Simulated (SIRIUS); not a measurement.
# MoS2 under changes of volume

One of the cells (17.728 Å³/atom); the others are scaled copies at fixed shape and fractional positions:

```
CELL_PARAMETERS angstrom
1.58000 0.91221 6.15000
-1.58000 0.91221 6.15000
0.00000 -1.82443 6.15000
ATOMIC_POSITIONS crystal
Mo 0.00000 0.00000 0.00000
S 0.41700 0.41700 0.41700
S 0.25000 0.25000 0.25000
```

Measurements of this composition are mostly on another form, of space group No. 194.

```yaml
Program: SIRIUS 7.12.0
Functional: LDA
Potentials_or_basis: all-electron FP-LAPW
Cutoff: 203 eV
Basis: apw+lo standard
k_mesh: 10 × 10 × 10
Occupations: fermi-dirac, width 0.05 eV
Spin: no spin polarisation
```

```csv
volume (Å³/atom),energy over the lowest point (meV/atom),gap on the mesh (eV)
16.664,?,?
17.019,5.68,0.84
17.373,0.00,0.86
17.728,1.75,0.88
18.083,10.33,0.89
18.437,24.89,0.91
18.792,44.86,0.92
```

Question: What does the run at 16.664 Å³/atom give?

Answer: Energy over the lowest point 19.78 meV/atom; gap on the mesh 0.82 eV.

Worked out: A Birch-Murnaghan fit of order 3 (a polynomial in V^(-2/3)) to the other rows has its minimum at 17.46 Å³/atom with B0 = V·E''(V) = 163 GPa and B' = 4.5 at fixed shape and positions, which overstates the stiffness. It gives 19.83 meV/atom at 16.664 Å³/atom, against the run's 19.78. A straight line through the other rows of the gap, of slope 0.808 eV per unit of ln V, extrapolates to 0.83 eV, against the run's 0.82.

Energies are extrapolated to zero smearing.

A mesh can miss the band edges. Spin-orbit coupling on Mo is left out.
